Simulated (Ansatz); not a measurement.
# CaHg, space group Pm-3m: an SCF with error handling

Program: Ansatz 0.2.0, Python API.

The script, `robust.py`:
```python
"""Stop the SCF of CaHg from a callback once the residual is small."""

import ansatz as az

FUNCTIONAL = "pbesol"
MIXING_BETA = 0.6
K_DENSITY = 1.9
SMEARING = "Gaussian"
SIGMA = 0.2


def main() -> None:
    structure = (
        az.Lattice.cubic(3.754655)
        .space_group(221)
        .atom("Ca", (0.0, 0.0, 0.0))
        .atom("Hg", (0.5, 0.5, 0.5))
    )

    model = (
        structure.calculation()
        .accuracy("low")
        .functional(FUNCTIONAL)
        .mixing("anderson", ndim=4, beta=MIXING_BETA)
        .kpoints(density=K_DENSITY)
        .occupations(SMEARING, width=SIGMA)
    )

    token = az.CancelToken()


    def watch(event):
        if event["event"] == "scf_iter":
            row = event["data"]
            print(f"iteration {row['iter']:2d}  Harris-Foulkes {row['harris_foulkes_ev']:.5f} eV  residual {row['dr2_ev']:.2e} eV")
            if row["dr2_ev"] < 1e-2:
                token.cancel()


    try:
        model.session().plan().execute(on_event=watch, cancel=token)
        print("finished before the stop was seen")
    except az.CancelledError:
        print("stopped by the token")


if __name__ == "__main__":
    main()
```

Running `python robust.py` prints:
```text
DeckWarning: basis.ecutwfc = 420 eV, auto-derived from the records' recommended cutoffs: set by Ca (normal level)
iteration  1  Harris-Foulkes -15462.94401 eV  residual 4.96e-03 eV
stopped by the token
```
(Warnings from the package without file and line.)

Caveats:
- These settings explore the input space; cutoff and mesh may be short of convergence.
- Spin-orbit coupling, which matters for elements this heavy, is left out.
- The structure comes from a database of computed cells and needn't be a stable or known phase.
- Finished in 1 s on 1 thread of Arm Neoverse V1, on a shared host, peak memory 0.29 GiB.
